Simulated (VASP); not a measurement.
BaTe:

```xyz
2
Lattice="0.0000 3.4100 3.4100 3.4100 0.0000 3.4100 3.4100 3.4100 0.0000" Properties=species:S:1:pos:R:3 pbc="T T T"
Ba    0.0000    0.0000    0.0000
Te    3.4100    3.4100    3.4100
```

Base run:

| Property | Result |
| --- | --- |
| Program | VASP 6.6.1 |
| Functional | PBE |
| Potentials or basis | VASP PAW PBE potentials, release 64 (Ba_sv, Te) |
| Cutoff | 520 eV |
| k mesh | 7 × 7 × 7 |
| Occupations | fermi-dirac, width 0.05 eV |
| Spin | no spin polarisation |

Its results: band gap on the k mesh 1.38 eV, indirect (least direct gap 1.76 eV); pressure 4.2 GPa.

**Question.** The run is repeated on the same cell with these changes: k mesh from 7 × 7 × 7 to 8 × 8 × 8; further incar settings from ALGO = Fast; EDIFF = 1e-06; NBANDS = 15 to ALGO = Normal; EDIFF = 1e-07; NBANDS = 15. What comes out?

**Answer.** Band gap on the k mesh 1.33 eV, indirect (least direct gap 1.71 eV); pressure 4.2 GPa.

Caveats: spin-orbit coupling is left out, which moves the levels of the heavy elements; an odd mesh through Γ misses points on the zone boundary, where band edges often lie (some runs).
